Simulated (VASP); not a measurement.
# Ge (Fd-3m) in VASP: notebook

Runs on Ge. Level: PBE. Tasks: single point.

All numbers are computed with VASP 6.6.1; they aren't measurements. Logs are shortened: lines on timing, memory, paths and dates and some standing lists are left out, and cuts for length are marked.

## Step 1: The undisturbed crystal

The structure is cubic, space group Fd-3m (No. 227). Conventional cell: a = 5.658 Å, b = 5.658 Å, c = 5.658 Å, α = 90.00°, β = 90.00°, γ = 90.00°. Around Ge (site symmetry -43m) lie 4 Ge at 2.45 Å.

## Step 2: Single point, PBE (a relaxed cell with its volume scaled by 1.06)

Contents of INCAR:

```
SYSTEM = Ge
PREC     = Accurate       ! precision mode
ENCUT    = 520            ! plane-wave cutoff, eV
EDIFF    = 1E-7           ! SCF threshold, eV
ISMEAR   = 0              ! smearing method
SIGMA    = 0.02           ! smearing width, eV
LREAL    = .FALSE.        ! projectors in reciprocal space
LASPH    = .TRUE.         ! aspherical terms in the spheres
NELM     = 80             ! most SCF steps
ALGO     = Normal         ! electronic algorithm
ISIF     = 2              ! what is computed and relaxed
LWAVE    = .FALSE.        ! write WAVECAR
LCHARG   = .FALSE.        ! write CHGCAR
GGA      = PE             ! functional
NBANDS   = 11             ! bands
```

Contents of KPOINTS:

```
Automatic mesh
0
G
  10 10 10
  0 0 0
```

Contents of POSCAR:

```
Ge                                      
1.0
    0.0000000000      2.9476454727      2.9476454727
    2.9476454727      0.0000000000      2.9476454727
    2.9476454727      2.9476454727      0.0000000000
  Ge            
     2
Direct
     0.0000000000000000    0.0000000000000000    0.0000000000000000
     0.2500000000000000    0.2500000000000000    0.2500000000000000
```

Potentials or basis: VASP PAW PBE potentials, release 64 (Ge).

On the command line:

```
$ cat potpaw_PBE.64/Ge/POTCAR > POTCAR
$ mpirun -np 1 vasp_std > vasp.out
```

OUTCAR:

```text
SYSTEM = Ge
   PREC = Accurate
   ENCUT = 520
   EDIFF = 1E-7
   ISMEAR = 0
   LREAL = .FALSE.
   LASPH = .TRUE.
   NELM = 80
   ISIF = 2
   GGA = PE

 ion  position               nearest neighbor table
   1  0.000  0.000  0.000-   2 2.55   2 2.55   2 2.55   2 2.55
   2  0.250  0.250  0.250-   1 2.55   1 2.55   1 2.55   1 2.55

  LATTYP: Found a face centered cubic cell.
 ALAT       =     5.8952909454

  Lattice vectors:

 A1 = (   0.0000000000,   2.9476454727,   2.9476454727)
 A2 = (   2.9476454727,   0.0000000000,   2.9476454727)
 A3 = (   2.9476454727,   2.9476454727,   0.0000000000)

Analysis of symmetry for initial positions (statically):
=====================================================================
 Subroutine PRICEL returns:
 Original cell was already a primitive cell.

 Routine SETGRP: Setting up the symmetry group for a
 face centered cubic supercell.

 Subroutine GETGRP returns: Found 48 space group operations
 (whereof 24 operations were pure point group operations)
 out of a pool of 48 trial point group operations.

The static configuration has the point symmetry T_d .
 The point group associated with its full space group is O_h .

Analysis of symmetry for dynamics (positions and initial velocities):
=====================================================================
 Subroutine PRICEL returns:
 Original cell was already a primitive cell.

 Routine SETGRP: Setting up the symmetry group for a
 face centered cubic supercell.

 Subroutine GETGRP returns: Found 48 space group operations
 (whereof 24 operations were pure point group operations)
 out of a pool of 48 trial point group operations.

The dynamic configuration has the point symmetry T_d .
 The point group associated with its full space group is O_h .

 Subroutine INISYM returns: Found 48 space group operations
 (whereof 24 operations are pure point group operations),
 and found     1 'primitive' translations

----------------------------------------------------------------------------------------

                                     Primitive cell

  volume of cell :      51.2219

  direct lattice vectors                    reciprocal lattice vectors
     0.000000000  2.947645473  2.947645473    -0.169626912  0.169626912  0.169626912
     2.947645473  0.000000000  2.947645473     0.169626912 -0.169626912  0.169626912
     2.947645473  2.947645473  0.000000000     0.169626912  0.169626912 -0.169626912

  length of vectors
     4.168600205  4.168600205  4.168600205     0.293802430  0.293802430  0.293802430

  position of ions in fractional coordinates (direct lattice)
     0.000000000  0.000000000  0.000000000
[... 89 lines left out ...]
   NELECT =       8.0000    total number of electrons
   NUPDOWN=      -1.0000    fix difference up-down
   EMIN   =  10.00;   EMAX   =-10.00  energy-range for DOS
   EFERMI =   0.00;   METHOD = LEGACY
   ISMEAR =     0;   SIGMA  =   0.02  broadening in eV -4-tet -1-fermi 0-gaus
   EFERMI_NEDOS =   21; number of points for ismear=-14 and -15
   IALGO  =     38    algorithm
   IMIX   =      4    mixing-type and parameters
     AMIX     =   0.40;   BMIX     =  1.00
     AMIX_MAG =   1.60;   BMIX_MAG =  1.00
  volume/ion in A,a.u.               =      25.61       172.83
  Fermi-wavevector in a.u.,A,eV,Ry     =   0.881630  1.666039 10.575415  0.777271
  Thomas-Fermi vector in A             =   2.002152
   LORBIT       =      0    0 simple, 1 ext, 2 COOP (PROOUT), +10 PAW based schemes
   GGA     = PE    functional components
   LHFCALC =     F    Hartree Fock is set to
   AEXX    =    0.0000 exact exchange contribution
   IVDW    =     0    specifies the selected vdW correction
   LEPSILON=     F    determine dielectric tensor
   LRPA    =     F    only Hartree local field effects (RPA)
 non-spin polarized calculation
 Gauss-broadening in eV      SIGMA  =   0.02
  energy-cutoff  :      520.00
  volume of cell :       51.22
 maximum number of plane-waves:      1411
   NGX = 15   NGY = 15   NGZ = 15

 number of electron       8.0000000 magnetization

 Free energy of the ion-electron system (eV)
  ---------------------------------------------------
  ext. energy  EPLUGINS =         0.00000000
  ---------------------------------------------------
  free energy    TOTEN  =        -8.95753373 eV

  energy without entropy =       -8.95748148  energy(sigma->0) =       -8.95750761

 E-fermi :   2.6175     XC(G=0):  -8.6553

 val. band max:        2.6167119274   @ k =   0.5000   0.0000   0.0000
 cond. band min:       2.6949190063   @ k =   0.4000   0.0000   0.0000
 fundamental gap:      0.0782070788
 Fermi energy:         2.6174964540

 k-point     1 :       0.0000    0.0000    0.0000
  band No.  band energies     occupation
      1      -9.1178      2.00000
      2       1.7557      2.00000
      3       2.7764      0.00000
      4       2.7764      0.00000
      5       2.7764      0.00000
      6       5.2557      0.00000
      7       5.2557      0.00000
      8       5.2557      0.00000
      9       8.8938      0.00000
     10      11.7585      0.00000
     11      11.7585      0.00000
[... 309 lines left out ...]
 k-point    24 :       0.4000    0.3000    0.0000
  band No.  band energies     occupation
      1      -7.3382      2.00000
      2      -3.6558      2.00000
      3       0.1598      2.00000
      4       0.4934      2.00000
      5       3.8506      0.00000
      6       4.8618      0.00000
      7       8.8656      0.00000
      8       9.3846      0.00000
      9      11.4506      0.00000
     10      13.5781      0.00000
     11      13.7812      0.00000

 [... further k-points ...]

------------------------ aborting loop because EDIFF is reached ----------------------------------------

  FORCE on cell =-STRESS in cart. coord.  units (eV):
  Direction    XX          YY          ZZ          XY          YZ          ZX
  --------------------------------------------------------------------------------------
  -------------------------------------------------------------------------------------
  Total       -0.9606995     -0.9606995     -0.9606995      0.0000000     -0.0000000     -0.0000000
  in kB      -30.0498564    -30.0498564    -30.0498564      0.0000000     -0.0000000     -0.0000000
  external PRESSURE =     -30.0498564 kB  Pullay stress =       0.0000000 kB

 VOLUME and BASIS-vectors are now :
 -----------------------------------------------------------------------------
  energy-cutoff  :      520.00
  volume of cell :       51.22
      direct lattice vectors                 reciprocal lattice vectors
     0.000000000  2.947645473  2.947645473    -0.169626912  0.169626912  0.169626912
     2.947645473  0.000000000  2.947645473     0.169626912 -0.169626912  0.169626912
     2.947645473  2.947645473  0.000000000     0.169626912  0.169626912 -0.169626912

 POSITION                                       TOTAL-FORCE (eV/Angst)
 -----------------------------------------------------------------------------------
      0.00000      0.00000      0.00000         0.000000      0.000000      0.000000
      1.47382      1.47382      1.47382        -0.000000     -0.000000     -0.000000
 -----------------------------------------------------------------------------------
    total drift:                               -0.000000      0.000000      0.000000

  FREE ENERGIE OF THE ION-ELECTRON SYSTEM (eV)
  ---------------------------------------------------
  free  energy   TOTEN  =        -8.9575337347 eV

  energy  without entropy=       -8.9574814807  energy(sigma->0) =       -8.95750761
```

OSZICAR:

```text
N       E                     dE             d eps       ncg     rms          rms(c)
DAV:   1     0.127609309735E+02    0.12761E+02   -0.31351E+03  1034   0.585E+02
DAV:   2    -0.825966983806E+01   -0.21021E+02   -0.20054E+02  1406   0.820E+01
DAV:   3    -0.900722878318E+01   -0.74756E+00   -0.74515E+00  1321   0.151E+01
DAV:   4    -0.900976254404E+01   -0.25338E-02   -0.25336E-02  1162   0.991E-01
DAV:   5    -0.900976752054E+01   -0.49765E-05   -0.49766E-05  1272   0.487E-02    0.260E+00
DAV:   6    -0.897557664257E+01    0.34191E-01   -0.15062E-02  1145   0.604E-01    0.160E+00
DAV:   7    -0.895622893346E+01    0.19348E-01   -0.39348E-02  1148   0.101E+00    0.106E-01
DAV:   8    -0.895734596106E+01   -0.11170E-02   -0.14126E-03  1108   0.174E-01    0.288E-02
DAV:   9    -0.895752762445E+01   -0.18166E-03   -0.18619E-04  1243   0.756E-02    0.170E-02
DAV:  10    -0.895753377904E+01   -0.61546E-05   -0.21486E-05  1096   0.259E-02    0.366E-03
DAV:  11    -0.895753373471E+01    0.44337E-07   -0.35770E-07  1254   0.297E-03
   1 F= -.89575337E+01 E0= -.89575076E+01  d E =-.522540E-04
```

stdout:

```text
POSCAR found type information on POSCAR Ge
 POSCAR found :  1 types and       2 ions
 scaLAPACK will be used
 LDA part: xc-table for (Slater+PW92), standard interpolation
 POSCAR, INCAR and KPOINTS ok, starting setup
 FFT: planning ... GRIDC
 FFT: planning ... GRID_SOFT
 FFT: planning ... GRID
 WAVECAR not read
 entering main loop
```

Run time: 7.3 s. Hardware: 1 thread of Intel Xeon 6975P-C (Granite Rapids), shared host; peak memory 0.18 GiB.

What came out:

* Free energy: -8.9575 eV
* Pressure: -3.0 GPa
* Band gap on the k mesh: none (metal or under the smearing width)

## Step 3: Single point, PBE (a relaxed cell with its volume scaled by 0.91)

INCAR is that of step 2.

KPOINTS is that of step 2.

Contents of POSCAR:

```
Ge                                      
1.0
    0.0000000000      2.8014771854      2.8014771854
    2.8014771854      0.0000000000      2.8014771854
    2.8014771854      2.8014771854      0.0000000000
  Ge            
     2
Direct
     0.0000000000000000    0.0000000000000000    0.0000000000000000
     0.2500000000000000    0.2500000000000000    0.2500000000000000
```

Potentials or basis: VASP PAW PBE potentials, release 64 (Ge).

On the command line:

```
$ cat potpaw_PBE.64/Ge/POTCAR > POTCAR
$ mpirun -np 1 vasp_std > vasp.out
```

OUTCAR:

```text
SYSTEM = Ge
   PREC = Accurate
   ENCUT = 520
   EDIFF = 1E-7
   ISMEAR = 0
   LREAL = .FALSE.
   LASPH = .TRUE.
   NELM = 80
   ISIF = 2
   GGA = PE

 ion  position               nearest neighbor table
   1  0.000  0.000  0.000-   2 2.43   2 2.43   2 2.43   2 2.43
   2  0.250  0.250  0.250-   1 2.43   1 2.43   1 2.43   1 2.43

  LATTYP: Found a face centered cubic cell.
 ALAT       =     5.6029543708

  Lattice vectors:

 A1 = (   0.0000000000,   2.8014771854,   2.8014771854)
 A2 = (   2.8014771854,   0.0000000000,   2.8014771854)
 A3 = (   2.8014771854,   2.8014771854,   0.0000000000)

Analysis of symmetry for initial positions (statically):
=====================================================================
 Subroutine PRICEL returns:
 Original cell was already a primitive cell.

 Routine SETGRP: Setting up the symmetry group for a
 face centered cubic supercell.

 Subroutine GETGRP returns: Found 48 space group operations
 (whereof 24 operations were pure point group operations)
 out of a pool of 48 trial point group operations.

The static configuration has the point symmetry T_d .
 The point group associated with its full space group is O_h .

Analysis of symmetry for dynamics (positions and initial velocities):
=====================================================================
 Subroutine PRICEL returns:
 Original cell was already a primitive cell.

 Routine SETGRP: Setting up the symmetry group for a
 face centered cubic supercell.

 Subroutine GETGRP returns: Found 48 space group operations
 (whereof 24 operations were pure point group operations)
 out of a pool of 48 trial point group operations.

The dynamic configuration has the point symmetry T_d .
 The point group associated with its full space group is O_h .

 Subroutine INISYM returns: Found 48 space group operations
 (whereof 24 operations are pure point group operations),
 and found     1 'primitive' translations

----------------------------------------------------------------------------------------

                                     Primitive cell

[... 120 lines left out ...]
   LRPA    =     F    only Hartree local field effects (RPA)
 non-spin polarized calculation
 Gauss-broadening in eV      SIGMA  =   0.02
  energy-cutoff  :      520.00
  volume of cell :       43.97
 maximum number of plane-waves:      1243
 NGX is ok and might be reduce to    30
   NGX = 15   NGY = 15   NGZ = 15

 number of electron       8.0000000 magnetization

 Free energy of the ion-electron system (eV)
  ---------------------------------------------------
  ext. energy  EPLUGINS =         0.00000000
  ---------------------------------------------------
  free energy    TOTEN  =        -8.89984467 eV

  energy without entropy =       -8.89984467  energy(sigma->0) =       -8.89984467

 E-fermi :   4.1696     XC(G=0):  -9.2501

 val. band max:        4.0264332720   @ k =   0.0000   0.0000   0.0000
 cond. band min:       4.3048290342   @ k =   0.5000   0.0000   0.0000
 fundamental gap:      0.2783957622
 Fermi energy:         4.1696489423

 k-point     1 :       0.0000    0.0000    0.0000
  band No.  band energies     occupation
      1      -8.9793      2.00000
      2       4.0264      2.00000
      3       4.0264      2.00000
      4       4.0264      2.00000
      5       4.3624      0.00000
      6       6.5742      0.00000
      7       6.5742      0.00000
      8       6.5742      0.00000
      9      10.5003      0.00000
     10      13.3568      0.00000
     11      13.3568      0.00000
[... 309 lines left out ...]
 k-point    24 :       0.4000    0.3000    0.0000
  band No.  band energies     occupation
      1      -6.9075      2.00000
      2      -2.6089      2.00000
      3       0.8870      2.00000
      4       1.2933      2.00000
      5       4.9798      0.00000
      6       6.2060      0.00000
      7      10.8369      0.00000
      8      11.3575      0.00000
      9      13.9518      0.00000
     10      15.6388      0.00000
     11      15.8479      0.00000

 [... further k-points ...]

------------------------ aborting loop because EDIFF is reached ----------------------------------------

  FORCE on cell =-STRESS in cart. coord.  units (eV):
  Direction    XX          YY          ZZ          XY          YZ          ZX
  --------------------------------------------------------------------------------------
  -------------------------------------------------------------------------------------
  Total        1.9121480      1.9121480      1.9121480      0.0000000      0.0000000     -0.0000000
  in kB       69.6691991     69.6691991     69.6691991      0.0000000      0.0000000     -0.0000000
  external PRESSURE =      69.6691991 kB  Pullay stress =       0.0000000 kB

 VOLUME and BASIS-vectors are now :
 -----------------------------------------------------------------------------
  energy-cutoff  :      520.00
  volume of cell :       43.97
      direct lattice vectors                 reciprocal lattice vectors
     0.000000000  2.801477185  2.801477185    -0.178477270  0.178477270  0.178477270
     2.801477185  0.000000000  2.801477185     0.178477270 -0.178477270  0.178477270
     2.801477185  2.801477185  0.000000000     0.178477270  0.178477270 -0.178477270

 POSITION                                       TOTAL-FORCE (eV/Angst)
 -----------------------------------------------------------------------------------
      0.00000      0.00000      0.00000        -0.000000      0.000000     -0.000000
      1.40074      1.40074      1.40074         0.000000     -0.000000      0.000000
 -----------------------------------------------------------------------------------
    total drift:                                0.000000     -0.000000      0.000000

  FREE ENERGIE OF THE ION-ELECTRON SYSTEM (eV)
  ---------------------------------------------------
  free  energy   TOTEN  =        -8.8998446690 eV

  energy  without entropy=       -8.8998446690  energy(sigma->0) =       -8.89984467
```

stdout:

```text
POSCAR found type information on POSCAR Ge
 POSCAR found :  1 types and       2 ions
 scaLAPACK will be used
 LDA part: xc-table for (Slater+PW92), standard interpolation
 POSCAR, INCAR and KPOINTS ok, starting setup
 FFT: planning ... GRIDC
 FFT: planning ... GRID_SOFT
 FFT: planning ... GRID
 WAVECAR not read
 entering main loop
```

It took 9.9 s on 1 thread of Intel Xeon 6975P-C (Granite Rapids), shared host; peak memory 0.17 GiB.

What came out:

```
Free energy            : -8.8998 eV
Pressure               : 7.0 GPa
Band gap on the k mesh : 0.28 eV, indirect (least direct gap 0.34 eV)
```

Levels at points of the mesh, in eV from the valence-band top:
```tsv
k point	band 2	band 3	band 4	band 5	band 6	band 7
(0.00, 0.00, 0.00)	0.00	0.00	0.00	0.34	2.55	2.55
(0.50, 0.00, 0.00)	-7.75	-1.46	-1.46	0.28	3.73	3.73
(0.50, 0.50, 0.00)	-9.01	-3.19	-3.19	0.69	0.69	9.73
```
